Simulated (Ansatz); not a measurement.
## Phonon spectrum of LiF

Theory: Ansatz 0.2.0, DFT PBE, scalar-relativistic, plane waves, PAW. Plane waves to 420 eV; Γ-centred k mesh 12×12×12; fixed occupations. No spin polarisation. Phonons by linear response, acoustic sum rule imposed.

Relaxed structure:
```yaml
crystal:
  lattice:
    - [0.00000, 2.03405, 2.03405]
    - [2.03405, 0.00000, 2.03405]
    - [2.03405, 2.03405, 0.00000]
  atoms:
    - { symbol: Li, position: [0.50000, 0.50000, 0.50000] }
    - { symbol: F, position: [0.00000, 0.00000, 0.00000] }
```

The cell has the rock salt type, in a space group that the Crystallography Open Database lists for this formula; it was reached from a generator's guess.

Force constants from linear response on a 4×4×4 q mesh.

Problem. Is the structure dynamically stable on this mesh?

Solution. Yes, on this mesh: no mode is imaginary.

Problem. Give the frequencies (cm⁻¹; i marks imaginary ones) at the irreducible q points, in fractions of the reciprocal vectors, the Γ row without the LO field.

Solution.
| q | star | frequencies |
| --- | --- | --- |
| 0.000 0.000 0.000 | 1 | 0 0 0 266 266 266 |
| 0.000 0.000 0.250 | 8 | 130 130 250 266 266 603 |
| 0.000 0.000 -0.500 | 4 | 193 193 259 259 371 578 |
| 0.000 0.250 0.250 | 6 | 175 175 236 285 285 538 |
| 0.000 0.250 -0.500 | 24 | 218 253 284 313 339 484 |
| 0.000 0.250 -0.250 | 12 | 184 258 265 305 325 523 |
| 0.000 -0.500 -0.500 | 3 | 239 239 307 307 327 444 |
| 0.250 -0.500 -0.250 | 6 | 256 297 297 346 376 376 |
